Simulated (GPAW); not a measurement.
# InSe (C2/m) in GPAW: notebook

One crystal, InSe, is run at these levels: PBEsol, TB-mBJ; tasks: band structure, single point.

All numbers are computed with GPAW 26.7.0; they aren't measurements. Logs are shortened: lines on timing, memory, paths and dates and some standing lists are left out, and cuts for length are marked. The log counts tension as positive stress, the text compression.

## Step 1: The structure

Symmetry: C2/m, No. 12, monoclinic system. The conventional cell has a = 11.653 Å, b = 4.109 Å, c = 5.073 Å, α = 90.00°, β = 109.86°, γ = 90.00°. In (site symmetry m) has 3 Se at 2.68 to 2.69 Å and 1 In at 2.80 Å as nearest neighbours. Se (site symmetry m) has 3 In at 2.68 to 2.69 Å as nearest neighbours.

The cell comes from a database or a generator and needn't be the stable form of this composition.

## Step 2: Band structure, PBEsol

Contents of run.py:

```python
from ase import Atoms
from ase.dft.bandgap import bandgap
from ase.io import write
from ase.units import GPa
from gpaw import GPAW, PW, setup_paths

setup_paths.insert(0, '.')

atoms = Atoms(['In', 'In', 'Se', 'Se'],
              cell=[[5.8263928781, -2.054648955, 0.0],
                    [5.8263928781, 2.054648955, 0.0],
                    [-1.723233014, 0.0, 4.7713478577]],
              scaled_positions=[[0.88820325, 0.88820325, 0.04684136],
                                [0.11179675, 0.11179675, 0.95315864],
                                [0.66092759, 0.66092759, 0.66895562],
                                [0.33907241, 0.33907241, 0.33104438]],
              pbc=True)

calc = GPAW(mode=PW(600),
            xc='PBEsol',
            kpts={'size': (5, 5, 4), 'gamma': True},
            occupations={'name': 'fermi-dirac', 'width': 0.05},
            nbands=32,
            convergence={'density': 1e-05, 'energy': 1e-05},
            maxiter=150,
            txt='gpaw.txt')
atoms.calc = calc
energy = atoms.get_potential_energy()
forces = atoms.get_forces()
stress = atoms.get_stress()
calc.write('gs.gpw')
write('result.traj', atoms)
print(f'Energy: {energy:.6f} eV')
print('Forces (eV/A):')
print(forces.round(4))
print('Stress (GPa):', (stress / GPa).round(3))
print('Fermi level:', round(calc.get_fermi_level(), 4), 'eV')
print(f'Gap: {bandgap(calc)[0]:.4f} eV, direct: {bandgap(calc, direct=True)[0]:.4f} eV')

path = atoms.cell.bandpath('XGY,LGZ,NGM,RG', npoints=80, eps=1e-4)
bs_calc = calc.fixed_density(kpts=path, symmetry='off', nbands=53,
                             convergence={'bands': 'CBM+6.0', 'eigenstates': 1e-6}, txt='bands.txt')
bs = bs_calc.band_structure()
bs.write('bs.json')
print(f'Gap on the path: {bandgap(bs_calc)[0]:.4f} eV')
```

Potentials or basis: PAW data sets generated in the run's folder for this functional, pw.

The run is started by

```console
$ gpaw-setup -f PBEsol In Se
$ OMP_NUM_THREADS=1 python run.py
```

gpaw.txt:

```text
__  _  _
 | _ |_)|_||  |
 |__||  | ||/\| - 26.7.0

Input parameters:
  mode=PW(ecut=600.0),
  convergence={'density': 1e-05, 'energy': 1e-05},
  kpts=MonkhorstPack(size=(5, 5, 4), gamma=True),
  maxiter=150,
  nbands=32,
  occupations=Occupations(name='fermi-dirac', width=0.05),
  xc=XC(name='PBEsol')

Diagonalizing LCAO Hamiltonian
Converting LCAO to pw mode

       In

                        Se

                Se

                                 In

Atoms  # Å, Bohr magnetons
|   | symbol |         x |         y |        z |    initial magnetic moments |
|---|--------|-----------|-----------|----------|-----------------------------|
| 0 |     In | 10.269324 |  0.000000 | 0.223496 | ( 0.0000,  0.0000,  0.0000) |
| 1 |     In | -0.339771 |  0.000000 | 4.547851 | ( 0.0000,  0.0000,  0.0000) |
| 2 |     Se |  6.548881 | -0.000000 | 3.191820 | ( 0.0000,  0.0000,  0.0000) |
| 3 |     Se |  3.380672 |  0.000000 | 1.579528 | ( 0.0000,  0.0000,  0.0000) |

Unit cell  # Å
| periodic |         x |         y |        z |  lengths |     angles |
|----------|-----------|-----------|----------|----------|------------|
|      yes |  5.826393 | -2.054649 | 0.000000 | 6.178061 | 108.684196 |
|      yes |  5.826393 |  2.054649 | 0.000000 | 6.178061 | 108.684196 |
|      yes | -1.723233 |  0.000000 | 4.771348 | 5.072996 |  38.849898 |

Number of symmetries: 4
Symmetry operations  # r_c * U_cc + t_c -> r_c
|   | kind |            matrix            |
|---|------|------------------------------|
| 0 |  E   |  1, 0, 0,  0, 1, 0,  0, 0, 1 |
| 1 |  σ   |  0, 1, 0,  1, 0, 0,  0, 0, 1 |
| 2 |  C2  |  0,-1, 0, -1, 0, 0,  0, 0,-1 |
| 3 |  i   | -1, 0, 0,  0,-1, 0,  0, 0,-1 |

BZ-sampling:
  Number of BZ points: 100
  Number of IBZ points: 33

  Monkhorst-Pack size: [5, 5, 4]
  Monkhorst-Pack shift: [0.0, 0.0, 0.125]

K-points  # in reciprocal-cell coordinates
|     |                                coordinates |     weight |
|-----|--------------------------------------------|------------|
|   0 | (  0.00000000,   0.00000000,   0.00000000) | 0.01000000 |
|   1 | (  0.00000000,   0.00000000,   0.25000000) | 0.02000000 |
|   2 | (  0.00000000,   0.00000000,   0.50000000) | 0.01000000 |
|   3 | (  0.20000000,  -0.20000000,   0.00000000) | 0.02000000 |
|   4 | (  0.20000000,  -0.20000000,   0.25000000) | 0.04000000 |
|   5 | (  0.20000000,  -0.20000000,   0.50000000) | 0.02000000 |
|   6 | (  0.20000000,   0.00000000,  -0.25000000) | 0.04000000 |
|   7 | (  0.20000000,   0.00000000,   0.00000000) | 0.04000000 |
|   8 | (  0.20000000,   0.00000000,   0.25000000) | 0.04000000 |
|   9 | (  0.20000000,   0.00000000,   0.50000000) | 0.04000000 |
| ... |                                            |            |
|  32 | (  0.40000000,   0.40000000,   0.50000000) | 0.02000000 |

Plane wave coefficients: 3840
Cutoff: 600.0 eV

Spin-components: 1 (collinear spins)
Bands:           32
Projectors:      22
Spin-degeneracy: 2
Datatype:        complex128

Parallelization:
  kpt:    1
  domain: 1
  band:   1

Density:
  Valence electrons: 38.0
  Components: 1
  Grid points: [35 35 30]
  Charge: 0.0  # |e|

Potential:
  Grid points: [35 35 30]

species:
  In:
    name:    Indium
    Z:       49.0
    valence: 13
    core:    36
    charge:  0.0  # [|e|]
    compensation charges:
      type: gauss
      rc: 0.36  # [Å]
      lmax: 2
    cutoffs:
      filter: 2.09  # [Å]
      core: 2.48  # [Å]
    projectors
    | kind |    occ | energy [eV] | rcut [Å] |
    |------|--------|-------------|----------|
    |   5s |  2.000 |      -8.248 |    1.185 |
    |   5p |  1.000 |      -2.521 |    1.244 |
    |   4d | 10.000 |     -18.596 |    1.148 |
    |    s |        |      18.964 |    1.185 |
    |    p |        |      24.691 |    1.244 |
    |    d |        |       8.615 |    1.148 |

    Using partial waves for In as LCAO basis

  Se:
    name:    Selenium
    Z:       34.0
    valence: 6
    core:    28
    charge:  0.0  # [|e|]
    compensation charges:
      type: gauss
      rc: 0.27  # [Å]
      lmax: 2
    cutoffs:
      filter: 1.77  # [Å]
      core: 2.67  # [Å]
    projectors
    | kind |    occ | energy [eV] | rcut [Å] |
    |------|--------|-------------|----------|
    |   4s |  2.000 |     -17.281 |    0.847 |
    |   4p |  4.000 |      -6.511 |    1.005 |
    |    s |        |       9.930 |    0.847 |
    |    p |        |      20.700 |    1.005 |
    |    d |        |       0.000 |    0.847 |

    Using partial waves for Se as LCAO basis

Reference energy: -451921.881656  # eV

eigensolver:
  PPCG
  Converge bands: occupied
  niter=2

density mixing:
  MSR1-Mixer
  Pratt-step length: 0.05
  Maximum mixing coefficient: 0.75
  Old densities: 10
  SVD Regularization: 0.005
  Good broyden scale: 1.0
  Trust region scale: 1.0
  Backstep threshold: 4.0
  History deletion threshold: 6.0
  Fourier metric: weight=20.0, sigma=0.015

occupation numbers:
  Fermi-Dirac:
    width: 0.0500  # eV

poisson solver:
  ecut: 4800.0  # eV

xc functional:
  name: PBEsol with 2 nearest neighbor stencil

convergence criteria:
- Maximum integral of absolute [dens]ity change: 1e-05 electrons / valence electron
- Maximum [total energy] change in last 3 cyles: 1e-05 eV / valence electron
- Maximum integral of absolute [eigenst]ate change: 4e-08 eV^2 / valence electron
maximum number of iterations: 150

SCF iterations
|iter     | |      energy | eigst |  dens |
|---------|-|-------------|-------|-------|
|iter:   1| |  -16.346756 | -0.32 |       |
|iter:   2| |  -16.259664 | -2.21 | -1.25 |
|iter:   3| |  -15.944080 | -2.03 | -1.29 |
|iter:   4| |  -15.938877 | -3.29 | -1.82 |
|iter:   5| |  -15.938514 | -4.09 | -2.39 |
|iter:   6| |  -15.938539c| -5.34 | -3.03 |
|iter:   7| |  -15.938545c| -6.10 | -3.53 |
|iter:   8| |  -15.938546c| -6.98 | -4.01 |
|iter:   9| |  -15.938547c| -7.52c| -4.66 |
|iter:  10| |  -15.938547c| -8.06c| -5.32c|

Converged in 10 steps
Energy contributions relative to reference atoms: (reference = -451921.881656)

Energy contributions:
  Kinetic:          36.197262
  Coulomb:         -34.668194
  Zero:              0.242477
  External:          0.000000
  Xc:              -17.710091
  Entropy:          -0.000001
  Spinorbit:         0.000000
  ----------------------------
  Free energy:     -15.938547
  Extrapolated:    -15.938547

dipole moment: (0.000072, -0.000000, 0.000035)  # |e|*Ang

Fermi level: 4.961
Eigenvalues  # (at kpt = [0.000, 0.000, 0.000])
| band index |      eig [eV] | occ [0-2] |
|------------|---------------|-----------|
|          0 |        -9.963 |     2.000 |
|        ... |               |           |
|         11 |        -7.062 |     2.000 |
|         12 |        -0.288 |     2.000 |
|         13 |         0.580 |     2.000 |
|         14 |         0.696 |     2.000 |
|         15 |         2.154 |     2.000 |
|         16 |         2.428 |     2.000 |
[... 8 lines left out ...]
|         25 |        11.096 |     0.000 |
|         26 |        12.609 |     0.000 |
|        ... |               |           |
|         31 |        15.328 |     0.000 |

Gap: 1.053 eV
Transition (v -> c):
  (s=0, k=29, n=18, [0.40, 0.40, -0.25]) -> (s=0, k=2, n=19, [0.00, 0.00, 0.50])
Direct/indirect transitions are different
Direct gap: 1.244 eV
Transition at: (s=0, k=29, n=18, [0.40, 0.40, -0.25])

Forces  # eV/Ang
|        x |       y |        z |
|----------|---------|----------|
| -0.02502 | 0.00000 | -0.00768 |  # In   0
|  0.02502 | 0.00000 |  0.00768 |  # In   1
|  0.01315 | 0.00000 | -0.03025 |  # Se   2
| -0.01315 | 0.00000 |  0.03025 |  # Se   3

Stress tensor  # eV/Ang^3
|         x |        y |         z |
|-----------|----------|-----------|
|  0.010914 | 0.000000 | -0.000079 |
|  0.000000 | 0.007838 |  0.000000 |
| -0.000079 | 0.000000 |  0.007018 |

# Writing to gs.gpw (mode='')
```

It took 4.7 min on 1 thread of Arm Neoverse V2, shared host; peak memory 0.64 GiB.

What came out:

- Free energy: -15.9385 eV
- Pressure: -1.4 GPa
- Largest force: 0.033 eV/Å
- Band gap on the k mesh: 1.05 eV, indirect (least direct gap 1.24 eV)
- Band gap along the path: 1.08 eV, indirect (least direct gap 1.31 eV)

Forces on the atoms (eV/Å):
```
In  -0.025  0.000 -0.008
In   0.025  0.000  0.008
Se   0.013  0.000 -0.030
Se  -0.013  0.000  0.030
```

Levels at the corners of the path, in eV from the valence-band top:
```tsv
point	band 16	band 17	band 18	band 19	band 20	band 21	band 22	band 23
X	-2.16	-1.78	-1.54	-1.18	1.62	2.41	3.64	3.65
Γ	-2.24	-1.96	-1.34	-1.12	2.67	2.96	3.58	4.82
Y	-1.76	-1.43	-1.04	-0.37	1.08	2.05	3.53	3.88
L	-2.95	-2.14	-2.10	-1.29	2.46	3.38	3.66	4.69
Γ	-2.24	-1.96	-1.34	-1.12	2.67	2.96	3.58	4.82
Z	-1.66	-1.28	-0.71	-0.47	2.14	2.97	3.40	4.71
N	-2.95	-2.14	-2.10	-1.29	2.46	3.38	3.66	4.69
Γ	-2.24	-1.96	-1.34	-1.12	2.67	2.96	3.58	4.82
M	-2.35	-1.17	-0.68	-0.04	1.48	2.59	3.34	3.96
R	-2.16	-1.78	-1.54	-1.18	1.62	2.41	3.64	3.65
Γ	-2.24	-1.96	-1.34	-1.12	2.67	2.96	3.58	4.82
```

Caveat: spin-orbit coupling is left out, which moves the levels of the heavy elements; the program warned that so skewed a cell can give wrong results.

## Step 3: Single point, TB-mBJ

Contents of run.py:

```python
from ase import Atoms
from ase.dft.bandgap import bandgap
from ase.io import write
from gpaw import GPAW, PW

atoms = Atoms(['In', 'In', 'Se', 'Se'],
              cell=[[5.8263928781, -2.054648955, 0.0],
                    [5.8263928781, 2.054648955, 0.0],
                    [-1.723233014, 0.0, 4.7713478577]],
              scaled_positions=[[0.88820325, 0.88820325, 0.04684136],
                                [0.11179675, 0.11179675, 0.95315864],
                                [0.66092759, 0.66092759, 0.66895562],
                                [0.33907241, 0.33907241, 0.33104438]],
              pbc=True)

calc = GPAW(mode=PW(600),
            xc='TB09',
            kpts={'size': (6, 6, 4), 'gamma': True},
            occupations={'name': 'fermi-dirac', 'width': 0.05},
            nbands=32,
            convergence={'density': 1e-05, 'energy': 1e-05},
            eigensolver='cg',
            maxiter=150,
            txt='gpaw.txt')
atoms.calc = calc
energy = atoms.get_potential_energy()
calc.write('gs.gpw')
write('result.traj', atoms)
print('Fermi level:', round(calc.get_fermi_level(), 4), 'eV')
print(f'Gap: {bandgap(calc)[0]:.4f} eV, direct: {bandgap(calc, direct=True)[0]:.4f} eV')
```

Potentials or basis: GPAW PAW data sets for LDA (gpaw-data 1.2.1), pw.

The run is started by

```console
$ OMP_NUM_THREADS=1 python run.py
```

Wall time 6.1 min (1 thread of Arm Neoverse V2, shared host); peak memory 0.46 GiB.

Results (log left out):

| Property | Result |
| --- | --- |
| Band gap on the k mesh | 1.73 eV, indirect (least direct gap 1.97 eV) |

Levels at points of the mesh, in eV from the valence-band top:
| k point | band 17 | band 18 | band 19 | band 20 | band 21 | band 22 |
| --- | --- | --- | --- | --- | --- | --- |
| (0.00, 0.00, 0.00) | -1.98 | -1.30 | -1.18 | 3.16 | 3.46 | 4.27 |
| (0.00, 0.00, 0.50) | -1.42 | -1.12 | -0.34 | 1.73 | 2.69 | 4.17 |
| (0.50, 0.00, 0.00) | -1.80 | -1.46 | -1.09 | 2.23 | 2.97 | 4.17 |
| (0.50, 0.00, 0.50) | -2.07 | -1.95 | -1.22 | 2.95 | 3.90 | 4.07 |
| (0.50, 0.50, 0.00) | -1.21 | -0.77 | 0.00 | 2.10 | 3.23 | 3.98 |
| (0.50, 0.50, 0.50) | -1.35 | -0.75 | -0.36 | 2.66 | 3.62 | 3.96 |

Caveat: a model potential gives levels but no total energy; the PAW data sets were made with another functional, which shifts forces and pressure a little; spin-orbit coupling is left out, which moves the levels of the heavy elements. A k mesh can miss the band edges.
